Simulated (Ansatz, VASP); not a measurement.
## One calculation of Sr, two programs

Contents of INCAR:

```
PREC = Accurate
ENCUT = 520
EDIFF = 1E-7
ISMEAR = -1
SIGMA = 0.05
LREAL = F
LASPH = T
NELM = 100
ALGO = Normal
ISIF = 2
LWAVE = F
LCHARG = F
GGA = PS
NBANDS = 11
```

The input KPOINTS:

```
Automatic mesh
0
Gamma
  7 7 7
```

File POSCAR:

```
Sr
1.0
   -2.4020905604      2.4020905604      2.4020905604
    2.4020905604     -2.4020905604      2.4020905604
    2.4020905604      2.4020905604     -2.4020905604
Sr
1
Direct
    0.0000000000      0.0000000000      0.0000000000
```

Input for Ansatz:

```yaml
crystal:
  lattice:
    - [-2.4020905603978777, 2.4020905603978777, 2.4020905603978777]
    - [2.4020905603978777, -2.4020905603978777, 2.4020905603978777]
    - [2.4020905603978777, 2.4020905603978777, -2.4020905603978777]
  atoms:
    - { symbol: Sr, position: [0.0, 0.0, 0.0] }
basis:
  ecutwfc: 435.382179935808
kpoints:
  mp_grid:
    grid: [7, 7, 7]
hamiltonian:
  xc: pbesol
scf:
  occupations:
    method: fermi_dirac
    width: 0.05
output:
  stress: true
```

This isn't the form of Sr at room conditions, which is fcc.

Alike in both runs: task single point; functional PBEsol; k mesh 7 × 7 × 7; occupations fermi-dirac, width 0.05 eV; no spin polarisation.

|  | VASP | Ansatz |
| --- | --- | --- |
| version | VASP 6.6.1 | Ansatz 0.2.0 |
| potentials or method | VASP PAW PBE potentials, release 64 (Sr_sv) | plane waves, PAW |
| plane-wave cutoff (eV) | 520 | 435 |
| valence electrons in the cell | 10 | 10 |

|  | VASP | Ansatz | Ansatz less VASP |
| --- | --- | --- | --- |
| pressure (GPa) | -0.9 | -0.9 | -0.01 |

Caveats: the PAW data sets were made with another functional, which shifts forces and pressure a little (VASP).
